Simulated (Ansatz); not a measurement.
# Na: the cost of one run

Method: DFT PBE, scalar-relativistic, plane waves, PAW, in Ansatz 0.2.0.

## 1. The starting structure

Symmetry: Im-3m, No. 229, cubic system. The conventional cell has a = 4.235 Å, b = 4.235 Å, c = 4.235 Å, α = 90.00°, β = 90.00°, γ = 90.00°. Na (site symmetry m-3m) has 8 Na at 3.67 Å in its first shell of neighbours.

Coordinates:

```
CELL_PARAMETERS angstrom
-2.11750 2.11750 2.11750
2.11750 -2.11750 2.11750
2.11750 2.11750 -2.11750
ATOMIC_POSITIONS crystal
Na 0.00000 0.00000 0.00000
```

The cell is taken as given, not relaxed at this level.

## 2. Zero of energy

The reference gives a free energy of -1486.4186 eV, pressure -0.20 GPa, largest force 0.000 eV/Å and gap on the mesh none (metal). It was computed beforehand with the settings of the runs below.

## 3. Next: biaxial against axial strain

The cell is strained by p along both x and y and by q along z, with fractional coordinates fixed.

## 4. p = -0.030, q = -0.030

input.yaml

```yaml
crystal:
  lattice:
    - [-2.053975, 2.053975, 2.053975]
    - [2.053975, -2.053975, 2.053975]
    - [2.053975, 2.053975, -2.053975]
  atoms:
    - { symbol: Na, position: [0.0, 0.0, 0.0] }
basis:
  ecutwfc: 420
kpoints:
  mp_grid: { grid: [16, 16, 16] }
hamiltonian:
  xc: pbe
scf:
  occupations: { method: gaussian, width: 0.15 }
output:
  forces: true
  stress: true
  eigenvalues: true
```

The run is started by

```console
$ ansatz run input.yaml --threads 1 --pin off --max-ram 2560MiB --backend cpu --events-out ev --progress --plain --runs-dir out
```

**Question.** How long does this run take on 1 thread of Oxide Virtual Turin-like (Zen 5), shared host, and how much memory does it need?

About 1.7 s, with a peak of 0.35 GiB.
